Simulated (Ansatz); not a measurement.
A run of Ansatz 0.2.0 is set up as follows.

Contents of input.yaml:

```yaml
crystal:
  lattice:
    - [-3.045603, 3.045603, 1.55941]
    - [3.045603, -3.045603, 1.55941]
    - [3.045603, 3.045603, -1.55941]
  atoms:
    - { symbol: Hg, position: [0.75, 0.25, 0.5] }
    - { symbol: Te, position: [0.0, 0.0, 0.0] }
hamiltonian:
  xc: pbesol
  pseudopotentials: { kind: paw }
kpoints:
  mp_grid: { grid: [10, 10, 10] }
scf:
  occupations: { method: fermi_dirac, width: 0.05 }
output:
  forces: true
  stress: true
  eigenvalues: true
relax:
  f_tol: 0.01
  max_steps: 40
  cell: { stress_tol: 0.05, p_target: 2.0 }
```

Potentials or basis: Ansatz PAW.

Run with:

```bash
$ ansatz run input.yaml --threads 2 --pin off --max-ram 5632MiB --backend cpu --events-out ev --progress --plain --runs-dir out
```

(1) Estimate the band gap on the k mesh.

(2) What does it give for the relaxed cell?

Results:

(1) none (metal or under the smearing width).

(2) a = 4.336 Å, b = 4.336 Å, c = 4.336 Å, α = 97.62°, β = 97.62°, γ = 137.28°.
